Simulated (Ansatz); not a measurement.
# Strain response of GeSb₄Te₇

All numbers below come from DFT PBEsol, scalar-relativistic, plane waves, PAW (Ansatz). Run with 420 eV cutoff, 12×12×2 k-mesh, Gaussian smearing of 0.10 eV, no spin polarisation.

Reference structure (relaxed):

```
Ge Sb Te
1.0
     4.25464    0.00000    0.00000
    -2.12732    3.68463    0.00000
     0.00000    0.00000   23.36762
Ge Sb Te
1 4 7
Cartesian
  0.0000 0.0000 11.6838
  2.1273 1.2282 21.4041
  0.0000 2.4564 8.0455
  0.0000 2.4564 1.9635
  2.1273 1.2282 15.3222
  0.0000 2.4564 19.6906
  2.1273 1.2282 3.6770
  0.0000 0.0000 17.0308
  2.1273 1.2282 10.0288
  0.0000 2.4564 13.3388
  0.0000 0.0000 0.0000
  0.0000 0.0000 6.3369
```

Deformation: biaxial strain in the a-b plane, with the length and tilt of c and the atoms relaxed, all within the symmetry that the strain leaves. Energies are extrapolated to zero smearing.

Task: Give the structure at +2.0 %.

Result:
```
Ge Sb Te
1.0
     4.33973    0.00000    0.00000
    -2.16987    3.75832    0.00000
     0.00000    0.00000   22.87567
Ge Sb Te
1 4 7
Direct
  0.00000 0.00000 0.50000
  0.66667 0.33333 0.91570
  0.33333 0.66667 0.34370
  0.33333 0.66667 0.08430
  0.66667 0.33333 0.65630
  0.33333 0.66667 0.84238
  0.66667 0.33333 0.15762
  0.00000 0.00000 0.72938
  0.66667 0.33333 0.42889
  0.33333 0.66667 0.57111
  0.00000 0.00000 0.00000
  0.00000 0.00000 0.27062
```
Space group P-3m1 (164), 5.5 meV/atom over the relaxed crystal.